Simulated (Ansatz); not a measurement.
# Al (P-1) in Ansatz: convergence with smearing width

Aim: find how far smearing width must go before the results for Al settle, at PBE. This setting moves, with any that are tied to it; all else stays.

Everything below comes from runs of Ansatz 0.2.0. Logs are shortened: lines on timing, memory, paths and dates and some standing lists are left out, and cuts for length are marked.

## 1. The crystal as given

The typed cell holds 1 atom: a = 2.824 Å, b = 2.645 Å, c = 2.800 Å, α = 110.77°, β = 108.30°, γ = 109.45°.

This isn't the form of Al at room conditions, which is fcc.

## 2. With smearing width 0.3 eV

File input.yaml:

```yaml
crystal:
  lattice:
    - [-1.57590039, 1.65692361, 1.65798385]
    - [1.47947634, -1.59764145, 1.50227763]
    - [1.61445482, 1.63619588, -1.59870168]
  atoms:
    - { symbol: Al, position: [0.0, 0.0, 0.0] }
hamiltonian:
  xc: pbe
  pseudopotentials: { kind: paw, source: jth }
kpoints:
  mp_grid: { grid: [8, 9, 8] }
scf:
  occupations: { method: gaussian, width: 0.3 }
output:
  forces: true
  stress: true
  eigenvalues: true
```

Potentials or basis: JTH PAW.

Run with:

```
ansatz run input.yaml --threads 2 --pin off --max-ram 5632MiB --backend cpu --events-out ev --progress --plain --runs-dir out
```

Run time: 1.7 s. Hardware: 2 threads of Arm Neoverse V1, shared host; peak memory 0.28 GiB.

What came out:

```
Free energy            : -537.3291 eV
Pressure               : 4.2 GPa
Band gap on the k mesh : none (metal or under the smearing width)
```

## 3. With smearing width 0.2 eV

Edit input.yaml of step 2 so:

```diff
@@ -13,3 +13,3 @@
 scf:
-  occupations: { method: gaussian, width: 0.3 }
+  occupations: { method: gaussian, width: 0.2 }
 output:
```

Potentials or basis: JTH PAW.

Run with:

```
ansatz run input.yaml --threads 2 --pin off --max-ram 5632MiB --backend cpu --events-out ev --progress --plain --runs-dir out
```

Wall time 1.8 s (2 threads of Arm Neoverse V1, shared host); peak memory 0.28 GiB.

What came out:

| Property | Result |
| --- | --- |
| Free energy | -537.3237 eV |
| Pressure | 4.1 GPa |
| Band gap on the k mesh | none (metal or under the smearing width) |

## 4. With smearing width 0.15 eV

Edit input.yaml of step 3 so:

```diff
@@ -13,3 +13,3 @@
 scf:
-  occupations: { method: gaussian, width: 0.2 }
+  occupations: { method: gaussian, width: 0.15 }
 output:
```

Run with:

```
ansatz run input.yaml --threads 2 --pin off --max-ram 5632MiB --backend cpu --events-out ev --progress --plain --runs-dir out
```

Run time: 1.8 s. Hardware: 2 threads of Arm Neoverse V1, shared host; peak memory 0.28 GiB.

Results:

```
Free energy            : -537.3218 eV
Pressure               : 4.1 GPa
Band gap on the k mesh : none (metal or under the smearing width)
```

## 5. With smearing width 0.1 eV

Edit input.yaml of step 4 so:

```diff
@@ -13,3 +13,3 @@
 scf:
-  occupations: { method: gaussian, width: 0.15 }
+  occupations: { method: gaussian, width: 0.1 }
 output:
```

Run with:

```
ansatz run input.yaml --threads 2 --pin off --max-ram 5632MiB --backend cpu --events-out ev --progress --plain --runs-dir out
```

Run time: 1.9 s. Hardware: 2 threads of Arm Neoverse V1, shared host; peak memory 0.28 GiB.

What came out:

```yaml
Free_energy: -537.3205 eV
Pressure: 4.0 GPa
Band_gap_on_the_k_mesh: none (metal or under the smearing width)
```

## 6. With smearing width 0.05 eV

Edit input.yaml of step 5 so:

```diff
@@ -13,3 +13,3 @@
 scf:
-  occupations: { method: gaussian, width: 0.1 }
+  occupations: { method: gaussian, width: 0.05 }
 output:
```

Potentials or basis: JTH PAW.

Run with:

```
ansatz run input.yaml --threads 2 --pin off --max-ram 5632MiB --backend cpu --events-out ev --progress --plain --runs-dir out
```

Run time: 1.9 s. Hardware: 2 threads of Arm Neoverse V1, shared host; peak memory 0.28 GiB.

The run converged. Its results:

| Quantity | Value |
| --- | --- |
| Free energy | -537.3197 eV |
| Pressure | 4.0 GPa |
| Band gap on the k mesh | none (metal or under the smearing width) |

## 7. With smearing width 0.025 eV

Edit input.yaml of step 6 so:

```diff
@@ -13,3 +13,3 @@
 scf:
-  occupations: { method: gaussian, width: 0.05 }
+  occupations: { method: gaussian, width: 0.025 }
 output:
```

Run with:

```
ansatz run input.yaml --threads 2 --pin off --max-ram 5632MiB --backend cpu --events-out ev --progress --plain --runs-dir out
```

Run time: 1.9 s. Hardware: 2 threads of Arm Neoverse V1, shared host; peak memory 0.28 GiB.

Results (log left out):

```yaml
Free_energy: -537.3194 eV
Pressure: 4.0 GPa
Band_gap_on_the_k_mesh: none (metal or under the smearing width)
```

## 8. With smearing width 0.01 eV

Edit input.yaml of step 7 so:

```diff
@@ -13,3 +13,3 @@
 scf:
-  occupations: { method: gaussian, width: 0.025 }
+  occupations: { method: gaussian, width: 0.01 }
 output:
```

Run with:

```
ansatz run input.yaml --threads 2 --pin off --max-ram 5632MiB --backend cpu --events-out ev --progress --plain --runs-dir out
```

Run time: 1.9 s. Hardware: 2 threads of Arm Neoverse V1, shared host; peak memory 0.28 GiB.

Results (log left out):

| Quantity | Value |
| --- | --- |
| Free energy | -537.3193 eV |
| Pressure | 4.0 GPa |
| Band gap on the k mesh | none (metal or under the smearing width) |

## 9. With smearing width 0.005 eV

Edit input.yaml of step 8 so:

```diff
@@ -13,3 +13,3 @@
 scf:
-  occupations: { method: gaussian, width: 0.01 }
+  occupations: { method: gaussian, width: 0.005 }
 output:
```

Potentials or basis: JTH PAW.

Run with:

```
ansatz run input.yaml --threads 2 --pin off --max-ram 5632MiB --backend cpu --events-out ev --progress --plain --runs-dir out
```

The log of the run:

```text
Warning: the checks of this Al dataset prove no rule for summing its radial tables, as where they were carried onto another mesh than they were made on, and Gregory's rule is taken, under which a leading mesh point left out moves its sums only by what lay on the interval it spanned. That does not make them correct, and they differ from Quantum ESPRESSO's on this file; a re-export a fraction of a mesh step off can move them. hamiltonian.pseudopotentials.radial_quadrature: simpson_from_first_knot sums it by `pw.x`'s rule; on a PAW file no value gives `pw.x`'s numbers. What more to know: hamiltonian.pseudopotentials.radial_quadrature, in the input reference
Warning: RAYON_NUM_THREADS=2 ignored (pool sized by the plan → 2); use --threads N
Engine: ansatz 0.2.0, aarch64-unknown-linux-gnu
Pseudopotentials: kind: paw
Pseudopotential: Al, paw, valence charge 3, recommended cutoff 570 eV (normal), Al.paw.azcp
Functional definition: PBE
  parameter kappa = 0.804
  parameter beta = 0.06672455060314922
  exchange = pbe_x(kappa = kappa, mu = beta*pi^2/3)
  correlation = pbe_c(beta = beta)
Crystal: 1 atoms, lattice volume = 16.076 Å³
Basis set: ecut = 570 eV, 501 PW (Γ), exchange–correlation on 48×48×48 points (8 copies of the dense FFT grid, shifted against one another)
Bands: 6, of which v1, the nominal top of the filled ones, is band 2 counted from 1 (1 counted from 0)
Symmetry: 2 space group operations
Space group: P-1 (ITA 2), of the structure as read, at distance tolerance 2.5e-5 Å
k-points: 290 of 576
Non-local potential: Al, projectors of the file, l = 0: 2, l = 1: 2
PAW form: soft (Blöchl's): semilocal exchange-correlation on the pseudo side does not see the compensation charge
PAW one-centre angular grid: Al, 110 points (default); XC on 64 Gauss nodes
Initial density: superposition of atomic densities (chi_scale 0.1, normalization cell)
Initial wavefunctions: pseudopotential atomic-orbital guess
Functional: x = pbe(κ = 0.804, μ = 0.2195149727645171), c = pbe(β = 0.06672455060314922)
SCF iter   1: F=—  HF=-537.337525 eV  |F-HF|=—  |Δ(HF+E_count)|=         —  Δρ=2.14e-2  dr2=7.33e-2  ethr=3.10e-3  ⟨swp⟩=6.6  Hψ=20557  notcnv=0
preconditioner: auto → none  [insulator: Δε(μ)=0.015 eV  Ē_g=13.510 eV  σ=0.005 eV  W_gap=0.72  n_scr=0 (ndim 8)  ℏωp=16.0 eV  f_vac=0.003  D(μ)=1.37/eV (n_scr^D=14)  ε∞_Penn≈2.4]
SCF iter   2: F=—  HF=-537.323430 eV  |F-HF|=—  |Δ(HF+E_count)|=   1.41e-2  Δρ=1.01e-2  dr2=1.63e-2  ethr=2.44e-3  ⟨swp⟩=1.2  Hψ=4106  notcnv=0
SCF iter   3: F=—  HF=-537.319269 eV  |F-HF|=—  |Δ(HF+E_count)|=   4.16e-3  Δρ=2.46e-4  dr2=6.36e-6  ethr=5.44e-4  ⟨swp⟩=1.4  Hψ=1888  notcnv=0  defer=66
SCF iter   4: F=—  HF=-537.319258 eV  |F-HF|=—  |Δ(HF+E_count)|=   1.12e-5  Δρ=7.81e-5  dr2=1.00e-6  ethr=3.33e-9  ⟨swp⟩=11.2  Hψ=13116  notcnv=0
SCF iter   5: F=—  HF=-537.319257 eV  |F-HF|=—  |Δ(HF+E_count)|=   3.51e-7  Δρ=2.71e-5  dr2=1.19e-7  ethr=3.35e-8  ⟨swp⟩=1.0  Hψ=1599  notcnv=0
SCF iter   6: F=-537.319257 eV  HF=-537.319257 eV  |F-HF|=3.30e-9  |Δ(HF+E_count)|=   4.55e-8  Δρ=6.65e-6  dr2=7.22e-9  ethr=3.33e-9  ⟨swp⟩=4.5  Hψ=5262  notcnv=0
SCF 1 converged in 6 iterations: F = -537.319257 eV  dr2 = 7.22e-9
SCF converged after 6 iterations
Free energy (F): -537.319257 eV
Harris-Foulkes:  -537.319257 eV  (|F-HF|=3.30e-9)
Internal energy: -537.319246 eV  (E = F + TS)
E sigma→0 (E₀):  -537.319252 eV
Entropy (-TS):   -0.000011 eV (-0.011 meV/atom)
Fermi energy:    8.138041 eV
--- Per-component energies (eV) ---
  E_band       = 11.203199
  E_kinetic    = 22.928679
  E_local      = 5.320978  (includes V_loc(G=0)·N_el)
  E_nonlocal   = 15.679747
  E_hartree    = 0.092714
  E_xc         = -29.328712
  E_vxc        = -30.252477  (∫ρ·V_xc dr)
  E_paw        = -477.899459  (= ΣΔE_a)
  E_vpaw       = -2.659177  (= ΣTr[D̂ρ^β])
  E_aug_tail   = 0.000006  (compensation charges beyond the density's cutoff)
  E_ewald      = -74.113199
  E_smearing   = -0.000011  (= −TS)
  E_closure    = -0.000000  (closes the sum)
  Σ components = -537.319257   (vs F -537.319257, Δ=0.00e0)
--- Forces (eV/Å), atoms counted from 1 ---
  atom   1  Al     0.00000000     0.00000000     0.00000000
  max |Σ_I F_I| component: 0.00e0 eV/Å
--- Stress (GPa, compression-positive) ---
        2.563817      -1.479021       3.126694
       -1.479021       6.616172      -3.038222
        3.126694      -3.038222       2.877321
  P = ⅓ Tr σ = 4.0191 GPa (40.191 kbar)
--- Band table (eV; the first three rows and the last of 290) ---
  k-point 0: bands = ["-3.1068", "20.6876", "21.5509", "22.0491", "22.1869", "22.6921"]
  k-point 1: bands = ["-2.6631", "17.1970", "19.1566", "20.1164", "22.2225", "23.8658"]
  k-point 2: bands = ["-1.3404", "12.1360", "17.4622", "18.1513", "20.7867", "22.2915"]
  k-point 289: bands = ["3.7418", "6.1042", "12.7862", "16.2385", "19.9474", "22.2871"]
```

Run time: 1.9 s. Hardware: 2 threads of Arm Neoverse V1, shared host; peak memory 0.28 GiB.

Results:

* Free energy: -537.3193 eV
* Pressure: 4.0 GPa
* Band gap on the k mesh: none (metal or under the smearing width)

## 10. Result

```csv
smearing width,"energy less the tightest run, at zero smearing (meV/atom)",pressure (GPa),SCF cycles,CPU time (s),peak memory (GiB)
0.3 eV,0.11,4.24,6,3.3,0.28
0.2 eV,-0.21,4.12,6,3.4,0.28
0.15 eV,-0.26,4.06,6,3.5,0.28
0.1 eV,-0.23,4.02,6,3.6,0.28
0.05 eV,-0.09,3.99,6,3.6,0.28
0.025 eV,-0.01,4.00,6,3.6,0.28
0.01 eV,0.00,4.02,6,3.6,0.28
0.005 eV,0.00,4.02,6,3.6,0.28
```

Against the tightest run, the energy stays within 1 meV/atom from 0.3 eV on; the pressure stays within 0.1 GPa from 0.15 eV on. Narrower smearing needs a denser k mesh, so at a fixed mesh the narrowest width isn't the most accurate. The tightest run that finished is the yardstick and may itself not be fully converged.
